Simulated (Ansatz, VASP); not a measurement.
# InAs: VASP beside Ansatz

```
CELL_PARAMETERS angstrom
4.32207 0.00000 0.00000
-2.16104 3.74302 0.00000
0.00000 0.00000 18.41119
ATOMIC_POSITIONS crystal
As 0.00000 0.00000 0.38020
As 0.33333 0.66667 0.58294
In 0.33333 0.66667 0.42812
In 0.66667 0.33333 0.62129
```

Alike in both runs: functional PBE; dispersion D3(BJ); k mesh 9 × 9 × 1; occupations gaussian, width 0.1 eV; no spin polarisation.

Ansatz relaxed the structure, and its values are those at the end. VASP's run is a single point on that final structure, the one shown.

|  | VASP | Ansatz |
| --- | --- | --- |
| version | VASP 6.6.1 | Ansatz 0.2.0 |
| potentials or method | VASP PAW PBE potentials, release 64 (As, In_d) | scalar-relativistic, plane waves, PAW |
| plane-wave cutoff (eV) | 520 | 420 |
| valence electrons in the cell | 36 | 56 |

VASP gave:

| Item | Value |
| --- | --- |
| gap on the k mesh at the Fermi level (eV) | none |
| rms of the force components (eV/Å) | 0.149 |
| work function, face that differs most (eV) | 3.06 |

Which values does Ansatz return?

gap on the k mesh at the Fermi level (eV): none; rms of the force components (eV/Å): 0.151; work function, face that differs most (eV): 3.05.

A gap of «none» marks a metal or a gap that the smearing closes. The two sets of potentials don't hold the same shells in valence.
